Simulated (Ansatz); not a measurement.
The calculation used Ansatz, DFT PBE, scalar-relativistic, plane waves, PAW. All cells share a 420 eV cutoff and Γ-centred k meshes spaced at most about 0.3 Å⁻¹ (about 0.25 or finer for metals, 2π included). No spin polarisation.

Temperature and zero-point effects are left out.

Problem. Order these relaxed structures of Mg5Te3 by energy, lowest first, with the energy over the lowest of them.
A.

```xyz
8
Lattice="3.9097 0.0000 0.0000 0.0000 3.9097 0.0000 0.0000 0.0000 13.2695" Properties=species:S:1:pos:R:3 pbc="T T T"
Mg    0.0000    0.0000   11.6134
Mg    0.0000    0.0000    1.6561
Mg    0.0000    0.0000    5.0457
Mg    0.0000    0.0000    8.2239
Mg    1.9549    1.9549    0.0000
Te    1.9549    1.9549    2.8715
Te    1.9549    1.9549    6.6348
Te    1.9549    1.9549   10.3980
```

B.

```xyz
8
Lattice="4.1196 0.0000 0.0000 0.0000 4.3711 0.0000 0.0000 0.0000 11.2300" Properties=species:S:1:pos:R:3 pbc="T T T"
Mg    0.0000    0.0000    5.6150
Mg    0.0000    0.0000    0.0000
Mg    2.0598    2.1855    0.0000
Mg    0.0000    2.1855    8.2311
Mg    0.0000    2.1855    2.9989
Te    2.0598    0.0000    9.0209
Te    2.0598    0.0000    2.2090
Te    2.0598    2.1855    5.6150
```

Solution. B (0 meV/atom), A (33 meV/atom). Forms: B Pmmm; A P4/mmm. Counting Te atoms around Mg (those within 1.25 times the shortest such distance or 1.15 times the sum of covalent radii, 1.27 where that leaves under three; a plus sign parts nearer from farther groups; a slash parts the counts of unlike sites): B has Mg 4/6; A has Mg 2/4/4+4. Both come from invented guesses. The lowest form computed isn't among them: it has space group R3m (No. 160), 30.4 Å³/atom and lies 14 meV/atom below the best shown.

Spin–orbit coupling, which can matter for Te, is left out. Cells relaxed within their symmetry can be saddle points. Some structure types and database cells were kept out of the candidates from the start, so a known form may be missing.
